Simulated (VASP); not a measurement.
An input for Quantum ESPRESSO's pw.x (written as the equivalent of a VASP run, and not itself run):

```
&CONTROL
  calculation = 'scf'
  pseudo_dir = './pseudo'
  outdir = './out'
  tprnfor = .true.
  tstress = .true.
/
&SYSTEM
  ibrav = 0
  nat = 2
  ntyp = 2
  ecutwfc = 80
  occupations = 'smearing'
  smearing = 'gaussian'
  degauss = 0.000735
  input_dft = 'pbe'
/
&ELECTRONS
  conv_thr = 7.3e-08
  electron_maxstep = 100
/
ATOMIC_SPECIES
  Al 26.982 Al.upf
  Sb 121.760 Sb.upf
CELL_PARAMETERS angstrom
     0.0000000    3.0925200    3.0925200
     3.0925200    0.0000000    3.0925200
     3.0925200    3.0925200    0.0000000
ATOMIC_POSITIONS crystal
  Al   0.0010550  0.0052840 -0.0015870
  Sb   0.7489450  0.7447160  0.7515870
K_POINTS automatic
  4 4 4 0 0 0
```

Question: Write the VASP files for the same calculation (PBE).

Answer: This is not unique; one that fits is 
INCAR:
```
NELM = 100
LASPH = .TRUE.
LCHARG = .FALSE.
ISMEAR = 0   ! Gaussian
ISIF = 2
ALGO = Normal   ! blocked Davidson
GGA = PE
LMAXMIX = 4
SIGMA = 0.01   ! width (eV)
SYSTEM = AlSb
LREAL = .FALSE.
ENCUT = 300   ! plane-wave cut-off (eV)
EDIFF = 1E-6   ! SCF stop (eV)
LWAVE = .FALSE.
PREC = Accurate
```

KPOINTS:
```
kpoints
0
gamma
  4 4 4
```

**POSCAR**
```
AlSb
1
    0.0000000000     3.0925200000     3.0925200000
    3.0925200000     0.0000000000     3.0925200000
    3.0925200000     3.0925200000     0.0000000000
Al Sb
1 1
Direct
  0.0010550000   0.0052840000  -0.0015870000
  0.7489450000   0.7447160000   0.7515870000
```

POTCAR, in this order: Al Sb (PBE.64 set). Program: vasp_std.

Limits of the translation: the potentials are each code's own (VASP's PAW set, PseudoDojo norm-conserving files in pw.x), so ENCUT and ecutwfc are chosen apart and not converted; conv_thr bounds pw.x's estimated SCF error, while EDIFF bounds the energy change between steps.

The structure comes from a computed database's AlSb entry; how it stands against other phases isn't given here. The cell was not relaxed at this level, atoms are displaced from their ideal sites. The k-mesh is coarse (spacing up to 0.44 per Å, 2π included), so the numbers may not be converged in it. The run is one of a series of settings (AEXX removed, HFSCREEN removed, ISYM removed, LHFCALC removed, PRECFOCK removed against the base run), some of them coarse on purpose.
